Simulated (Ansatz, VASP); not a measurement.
## One calculation of Mg, two programs

The input INCAR:

```
SYSTEM = Mg
PREC = Accurate ; ENCUT = 520
EDIFF = 1E-7 ; ISMEAR = -1
SIGMA = 0.03 ; LREAL = .False.
LASPH = .True. ; NELM = 80
ALGO = Normal ; ISIF = 2
LWAVE = .False. ; LCHARG = .False.
GGA = PE ; NBANDS = 7
```

Contents of KPOINTS:

```
Automatic mesh
0
Gamma
  16 16 16
  0 0 0
```

The input POSCAR:

```
Mg
1.0
    0.0000000000      2.1984420020      2.1984420020
    2.1984420020      0.0000000000      2.1984420020
    2.1984420020      2.1984420020      0.0000000000
Mg
1
Direct
    0.0000000000      0.0000000000      0.0000000000
```

Input for Ansatz:

```yaml
crystal:
  lattice:
    - [0.0, 2.198442002, 2.198442002]
    - [2.198442002, 0.0, 2.198442002]
    - [2.198442002, 2.198442002, 0.0]
  atoms:
    - { symbol: Mg, position: [0.0, 0.0, 0.0] }
kpoints:
  mp_grid: { grid: [16, 16, 16] }
  band_path:
    path:
      - [0.0, 0.0, 0.0]
      - [0.5, 0.0, 0.5]
      - [0.625, 0.25, 0.625]
      - [0.375, 0.375, 0.75]
      - [0.0, 0.0, 0.0]
      - [0.5, 0.5, 0.5]
      - [0.5, 0.25, 0.75]
      - [0.5, 0.0, 0.5]
    npoints: 5
scf:
  occupations: { method: fermi_dirac, width: 0.03 }
hamiltonian:
  xc: pbe
  pseudopotentials: { kind: all_electron, lapw: { basis_error: 0.001 } }
output:
  forces: true
  stress: true
  eigenvalues: true
```

Change from the starting cell: volume scaled by 0.94.

Alike in both runs: task single point; functional PBE; k mesh 16 × 16 × 16; occupations fermi-dirac, width 0.03 eV; no spin polarisation.

|  | VASP | Ansatz |
| --- | --- | --- |
| version | VASP 6.6.1 | Ansatz 0.2.0 |
| potentials or method | VASP PAW PBE potentials, release 64 (Mg) | all-electron LAPW, scalar-relativistic |
| plane-wave cutoff (eV) | 520 | see its input |

```tsv
	VASP	Ansatz	Ansatz less VASP
pressure (GPa)	3.4	3.5	+0.09
```

Ansatz ran all-electron here, so the differences hold the error of VASP's frozen core and of both bases.
